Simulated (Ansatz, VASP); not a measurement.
## GaAs: programs and potentials compared

```
As Ga
1.0
     0.00000    2.82685    2.82685
     2.82685    0.00000    2.82685
     2.82685    2.82685    0.00000
As Ga
1 1
Cartesian
  4.2403 4.2403 4.2403
  0.0000 0.0000 0.0000
```

Alike in all runs: task band structure; functional PBE; k mesh 6 × 6 × 6; occupations fermi-dirac, width 0.05 eV; spin-orbit coupling, no magnetisation; with spin-orbit coupling. Pressure is positive in compression and, in plane waves, holds the error of the finite cutoff, which Ansatz's Pulay term estimates and takes out.

| program and potentials | plane-wave cutoff (eV) | notes | pressure (GPa) |
| --- | --- | --- | --- |
| Ansatz, Ansatz PAW | 420 | 14 valence electrons an atom on average; Pulay term of +0.03 GPa included | 3.26 |
| Ansatz, all-electron LAPW, relativistic spinors | - | - | 3.26 |
| VASP, PBE PAW files As, Ga_d, 520 eV | 520 | 9 valence electrons an atom on average | 3.44 |

The pressure spans 3.26 (Ansatz, Ansatz PAW) to 3.44 GPa (VASP, PBE PAW files As, Ga_d, 520 eV), with all-electron results at 3.26.

Differences between rows come from potentials, basis sets and numerical settings, since the functional is the same but for its coding. Runs on potential files found faulty are left out.
